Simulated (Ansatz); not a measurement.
**TiB2 (P6/mmm): check of PAW against all-electron LAPW in Python**

How well does PAW follow the all-electron answer for TiB2 (P6/mmm)? Wanted for TiB2 (P6/mmm): a check of PAW against all-electron LAPW.

Program: Ansatz 0.2.0, driven from Python. The levels of theory stand in the script. These are calculated values, not measurements.

### Step 1. The system

Symmetry: P6/mmm, No. 191, hexagonal system. Conventional cell: a = 3.029 Å, b = 3.029 Å, c = 3.228 Å, α = 90.00°, β = 90.00°, γ = 120.00°. Ti (site symmetry 6/mmm) is surrounded by 12 B at 2.38 Å. B (site symmetry -6m2) is surrounded by 3 B at 1.75 Å and 6 Ti at 2.38 Å.

The script holds or builds the structure itself.

### Step 2. The script

paw_lapw.py

```python
"""Checking the PAW result for TiB2 with LAPW."""

import ansatz as az
import numpy as np
from tabulate import tabulate


def count_gap(report):
    # lowest empty less highest filled band, counting bands; zero where they overlap
    return max(report.get("gap_by_band_count_ev") or 0.0, 0.0)

system = (
    az.Lattice.from_parameters(3.0292, 3.0292, 3.2284, alpha=90, beta=90, gamma=120)
    .space_group(191)
    .atom("Ti", (0.0, 0.0, 0.0))
    .atom("B", (1 / 3, 2 / 3, 0.5))
)

job = (
    system.calculation()
    .functional(az.Functional.PBE)
    .kpoints(10, 10, 9)
    .occupations("cold", width=150 * az.meV)
    .scf(tolerance=1e-10)
    .stress()
    .forces()
    .band_table()
)
variants = {
    "PAW": job.pseudopotentials("paw"),
    "LAPW": job.pseudopotentials("all_electron", lapw=True),
}
# totals differ by the cores that each treatment holds, so compare what does not depend on them
rows = []
for label, variant in variants.items():
    data = variant.run(threads=1).report
    levels = np.array(data["eigenvalues_ev"][0]) - data["fermi_energy_ev"]
    print(label, "levels at the first k-point near E_F:", np.round(levels[np.abs(levels) < 5], 3))
    rows.append((label, data["n_electrons"], np.trace(data["stress_gpa"]) / 3, float(np.abs(data["forces_ev_ang"]).max()), count_gap(data)))
print(tabulate(rows, headers=["treatment", "electrons in bands", "P GPa", "max force component eV/A", "gap by band count eV"], floatfmt=".4f", tablefmt="plain"))
```

### Step 3. The input behind the calls

The package turns the script's settings into the engine's input (first run):

```yaml
crystal:
  lattice:
    a: 3.0292
    b: 3.0292
    c: 3.2284
    alpha: 90.0
    beta: 90.0
    gamma: 120.0
  space_group: 191
  atoms:
    - { symbol: Ti, position: [0.0, 0.0, 0.0] }
    - { symbol: B, position: [0.3333333333333333, 0.6666666666666666, 0.5] }
kpoints:
  mp_grid:
    grid: [10, 10, 9]
hamiltonian:
  xc: pbe
  pseudopotentials:
    kind: paw
scf:
  convergence:
    dr2_threshold: 1.0e-10
  occupations:
    method: cold
    width: 0.15
output:
  forces: true
  stress: true
  eigenvalues: true
```

### Step 4. Running it

Started as:

```
$ python paw_lapw.py
```

Log:

```text
DeckWarning: basis.ecutwfc = 420 eV, auto-derived from the records' recommended cutoffs: set by Ti (normal level)
PAW levels at the first k-point near E_F: [-2.536 -2.536 -2.259 -2.043  1.968  1.968  3.72   3.72 ]
LAPW levels at the first k-point near E_F: [-2.536 -2.536 -2.26  -2.043  1.969  1.969  3.72   3.72 ]
treatment      electrons in bands    P GPa    max force component eV/A    gap by band count eV
PAW                       18.0000   0.2556                      0.0000                  0.0000
LAPW                      28.0000   0.2580                      0.0000                  0.0000
```

(Warnings from the package without file and line.)

Wall time 15 s (1 thread of Arm Neoverse V2, shared host); peak memory 0.51 GiB.

### Step 5. What changed from run to run

The engine's inputs for the other runs:

Run 2, against run 1:

```diff
@@ -19 +19,2 @@
-    kind: paw
+    kind: all_electron
+    lapw: {}
```

### Step 6. The engine's runs

From the records of these 2 runs:

```tsv
run	potentials	energy (eV/atom)	pressure (GPa)	SCF cycles	CPU time (s)
1	paw	-938.2300	0.26	6	1.2
2	all_electron	-8196.3029	0.26	10	13
```

Energies are free energies F = E - TS of the smeared occupations. Totals under unlike functionals or potentials can't be compared directly.

### Step 7. Outcome

```
              quantity     value
         runs compared         2
difference in pressure  0.00 GPa
```

What this shows: PAW gives 0.256 GPa and LAPW 0.258 GPa, 0.002 GPa apart. They took 1.2 and 12.8 s of processor time. Reading the output:
- The run is spin-unpolarised.
- The computed bands are complete only to about 1.6 eV above the Fermi level.
- For a metal this k-point mesh is coarse: on a finer one energies can move by several to tens of meV an atom and pressures by half a GPa or more, differences at one mesh by less.
- Pressure is positive in compression; the treatments may keep other shells as core, so totals and counts of electrons can differ.
